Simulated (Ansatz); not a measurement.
**SiO2 — 17O NMR of the central transition**

Cell: an entry of the Crystallography Open Database (COD), ions relaxed with PBE at fixed cell.

Space group Pbcn (No. 60); a = 4.0970, b = 5.0462, c = 4.4946 Å.

| site | Wyckoff | site symmetry | x | y | z |
| --- | --- | --- | --- | --- | --- |
| Si | 4c | .2. | 0.0000 | 0.1524 | 0.2500 |
| O | 8d | 1 | 0.7316 | 0.6172 | 0.9200 |

One atom of each set is listed.

Level of theory: DFT, PBE, plane waves and PAW (field gradients read without the response of the frozen cores, which leaves them typically 4 to 6 % off), scalar-relativistic, 420 eV cutoff, Γ-centred 5×4×5 k-points, Fermi–Dirac smearing 0.02 eV (Ansatz 0.2.0).

17O has I = 5/2 and Q = -25.58 mb (Pyykkö 2018); at 35.2 T its Larmor frequency is ν₀ = 203.3 MHz. Only the quadrupole interaction is simulated: positions count from each site's isotropic chemical shift, and J coupling is left out, as are shift anisotropy and dipolar coupling, which fast spinning averages.

**Question.** Simulate the second-order pattern (fast magic-angle spinning, Gaussian broadening 0.2 kHz) of site O (3 Si at 1.77–1.83 Å).

**Answer.** The calculation gives C_Q = 7.32 MHz and η = 0.41, so ν_Q = 1.10 MHz and the centre of gravity lies at -8.21 ppm (-1.67 kHz).

```csv
offset (kHz),height
-4.237,0
-4.052,5
-3.867,9
-3.682,9
-3.498,10
-3.313,10
-3.128,17
-2.943,33
-2.758,41
-2.574,48
-2.389,71
-2.204,98
-2.019,79
-1.834,71
-1.649,70
-1.465,73
-1.280,87
-1.095,100
-0.910,78
-0.725,64
-0.541,56
-0.356,48
-0.171,19
0.014,1
```

At O V_zz stands upright on the plane through its three neighbours (within 3°).

At this cell the PBE pressure is 6 GPa, so with PBE the cell would grow if it were relaxed.
